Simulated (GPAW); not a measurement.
Wanted: an ASE script for a GPAW 26.7.0 run.

| Quantity | Value |
| --- | --- |
| Task | single point |
| Functional | PBE |
| Potentials or basis | GPAW PAW data sets (gpaw-data 1.2.1) |
| Cutoff | 800 eV |
| Basis | pw |
| k mesh | 8 × 8 × 8 |
| Occupations | gaussian, width 0.018 eV |
| Spin | no spin polarisation |
| Maxiter | 150 |

The structure of NaCl lies in NaCl.xyz:

```xyz
2
Lattice="3.5021900000 0.0000000000 0.0000000000 0.0000000000 3.5021900000 0.0000000000 0.0000000000 0.0000000000 3.5021900000" Properties=species:S:1:pos:R:3 pbc="T T T"
Cl     1.7510950000      1.7510950000      1.7510950000
Na     0.0000000000      0.0000000000      0.0000000000
```

Measurements of this composition are mostly on another form, of space group No. 225.

One way to write it, as run:

run.py

```python
from ase.dft.bandgap import bandgap
from ase.io import read, write
from ase.units import GPa
from gpaw import GPAW, PW

atoms = read('NaCl.xyz')

calc = GPAW(mode=PW(800),
            xc='PBE',
            kpts={'size': (8, 8, 8), 'gamma': True},
            occupations={'name': 'methfessel-paxton', 'order': 0, 'width': 0.018000000000000002},
            nbands=15,
            convergence={'density': 1e-05, 'energy': 1e-05},
            maxiter=150,
            txt='gpaw.txt')
atoms.calc = calc
energy = atoms.get_potential_energy()
forces = atoms.get_forces()
stress = atoms.get_stress()
calc.write('gs.gpw')
write('result.traj', atoms)
print(f'Energy: {energy:.6f} eV')
print('Forces (eV/A):')
print(forces.round(4))
print('Stress (GPa):', (stress / GPa).round(3))
print('Fermi level:', round(calc.get_fermi_level(), 4), 'eV')
print(f'Gap: {bandgap(calc)[0]:.4f} eV, direct: {bandgap(calc, direct=True)[0]:.4f} eV')
```

Potentials or basis: GPAW PAW data sets (gpaw-data 1.2.1), pw.

Launch:

```bash
$ OMP_NUM_THREADS=1 python run.py
```

It gave:

```json
{"Pressure": "0.1 GPa", "Band gap on the k mesh": "3.98 eV, indirect (least direct gap 4.47 eV)"}
```

Run time: 18 s on 1 thread of Arm Neoverse V1, on a shared host, peak memory 0.17 GiB.
